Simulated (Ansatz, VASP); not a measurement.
BN in VASP and in Ansatz

INCAR

```
SYSTEM = BN
PREC = Accurate
ENCUT = 520
EDIFF = 1E-6
ISMEAR = 0
SIGMA = 0.05
LREAL = .FALSE.
LASPH = .TRUE.
NELM = 100
ALGO = Normal
ISIF = 2
LWAVE = .FALSE.
LCHARG = .TRUE.
GGA = PE
LELF = .TRUE.
LVHAR = .TRUE.
NBANDS = 16
```

Contents of KPOINTS:

```
regular mesh
0
G
  12 12 6
  0 0 0
```

Contents of POSCAR:

```
BN
1.0
    2.5539396017      0.0000000000      0.0000000000
   -1.2769698009      2.2117765748      0.0000000000
    0.0000000000      0.0000000000      4.2268550000
B N
2 2
Direct
    0.6666666667      0.3333333333      0.9997240000
    0.3333333333      0.6666666667      0.4997240000
    0.6666666667      0.3333333333      0.6075323111
    0.3333333333      0.6666666667      0.1075323111
```

Input for Ansatz:

```yaml
crystal:
  lattice:
    - [2.5539396017, 0.0, 0.0]
    - [-1.2769698009, 2.2117765748, 0.0]
    - [0.0, 0.0, 4.226855]
  atoms:
    - { symbol: B, position: [0.6666666667, 0.3333333333, 0.999724] }
    - { symbol: B, position: [0.3333333333, 0.6666666667, 0.499724] }
    - { symbol: "N", position: [0.6666666667, 0.3333333333, 0.6075323111] }
    - { symbol: "N", position: [0.3333333333, 0.6666666667, 0.1075323111] }
basis:
  ecutwfc: 420
kpoints:
  mp_grid: { grid: [12, 12, 6] }
hamiltonian:
  xc: pbe
scf:
  occupations: { method: gaussian, width: 0.05 }
output:
  forces: true
  stress: true
  eigenvalues: true
```

Change from the starting cell: all N atoms moved -0.075 Å, as atom 3 along Cartesian [0 0 1].

Alike in both runs: task single point; functional PBE; k mesh 12 × 12 × 6; occupations gaussian, width 0.05 eV; no spin polarisation.

```csv
,VASP,Ansatz
version,VASP 6.6.1,Ansatz 0.2.0
potentials or method,"VASP PAW PBE potentials, release 64 (B, N)","scalar-relativistic, plane waves, PAW"
plane-wave cutoff (eV),520,420
valence electrons in the cell,16,16
```

```csv
,VASP,Ansatz,Ansatz less VASP
gap on the k mesh at the Fermi level (eV),5.57,5.58,+0.015
least direct gap on the mesh (eV),7.51,7.51,0.000
pressure (GPa),2.3,2.1,-0.22
largest component of the traceless stress (GPa),0.78,1.03,+0.242
rms of the force components (eV/Å),0.813,0.808,-0.0058
```

Atom by atom the forces differ by 0.006 eV/Å (rms over components). The functional is the same, so the differences come from potentials, cutoffs and numerics.

Caveats: forces of over 1 eV/Å show positions far from the minimum, so gaps and moduli don't describe the material at rest. A k mesh can miss the band edges.
